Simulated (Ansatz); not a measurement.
## AlN: changing the share of exact exchange

```
Al N
1.0
     0.00000    2.18399    2.18399
     2.18399    0.00000    2.18399
     2.18399    2.18399    0.00000
Al N
1 1
Direct
  0.00000 0.00000 0.00000
  0.25000 0.25000 0.25000
```

Measurements of this composition are mostly on another form, of space group No. 186.

Kept alike: task single point; k mesh 6 × 6 × 6; occupations fermi-dirac, width 0.05 eV; no spin polarisation. Program: Ansatz, Ansatz PAW, cutoff 420 eV. The mesh is that of the run's cell of 2 atoms. No spin-orbit coupling.

| run | band gap (eV) | pressure (GPa) |
| --- | --- | --- |
| A | 4.053 | 1.67 |
| B | 5.064 | -2.39 |
| C | 3.324 | 4.86 |
| D | 5.847 | -5.29 |
| E | 3.807 | 2.72 |
| F | 4.554 | -0.39 |

The k mesh is coarse, so the values aren't converged. Pressure is positive in compression, with a Pulay correction for the finite cutoff. A gap read on the mesh alone can miss an edge between its points. All rows use potentials made for PBE. The mesh is thin for exact exchange.

Problem. The runs differ in the share of exact exchange alone: 0; 0.1; 0.15; 0.25; 0.35; 0.5. Which run is which?

Solution. Run A is 0.15; run B is 0.35; run C is 0; run D is 0.5; run E is 0.1; run F is 0.25. The band gap rises from 3.324 to 5.847 eV between 0 and 0.5. Exact exchange pulls filled levels down against empty ones, so the gap grows nearly in line with its share. The mean slope is +5.05 eV per unit of share. The pressure falls from 4.86 to -5.29 GPa between 0 and 0.5. Exact exchange shortens the bonds here, so the pressure at fixed cell falls.
